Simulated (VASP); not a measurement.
A run of VASP 6.6.1:

The input INCAR:

```
SYSTEM = SrO
PREC = Accurate ; ENCUT = 600
EDIFF = 1E-7 ; ISMEAR = 0
SIGMA = 0.03 ; LREAL = .False.
LASPH = .True. ; NELM = 80
ALGO = Normal ; ISIF = 3
LWAVE = .False. ; LCHARG = .False.
GGA = PE ; IBRION = 2
NSW = 90 ; EDIFFG = -0.005
```

The input KPOINTS:

```
Automatic mesh
0
Gamma
  10 10 10
  0 0 0
```

Contents of POSCAR:

```
SrO                                     
1.0
    0.0000000000      2.6019509623      2.6019509623
    2.6019509623      0.0000000000      2.6019509623
    2.6019509623      2.6019509623      0.0000000000
  Sr              O             
     1     1
Direct
     0.5000000000000000    0.5000000000000000    0.5000000000000000
     0.0000000000000000    0.0000000000000000    0.0000000000000000
```

Potentials or basis: VASP PAW PBE potentials, release 64 (Sr_sv, O).

The run is started by

```sh
$ cat potpaw_PBE.64/Sr_sv/POTCAR potpaw_PBE.64/O/POTCAR > POTCAR
$ mpirun -np 1 vasp_std > vasp.out
```

Hardware: 1 thread of Intel(R) Xeon(R) 6975P-C (Granite Rapids) (shared host).

Task: How long does it take, and how much memory?

Result: It took 14 s on 1 thread of Intel(R) Xeon(R) 6975P-C (Granite Rapids), with other jobs on the host, peak memory 0.18 GiB. Counts: scf iterations 15, k points 47, ion steps 1.
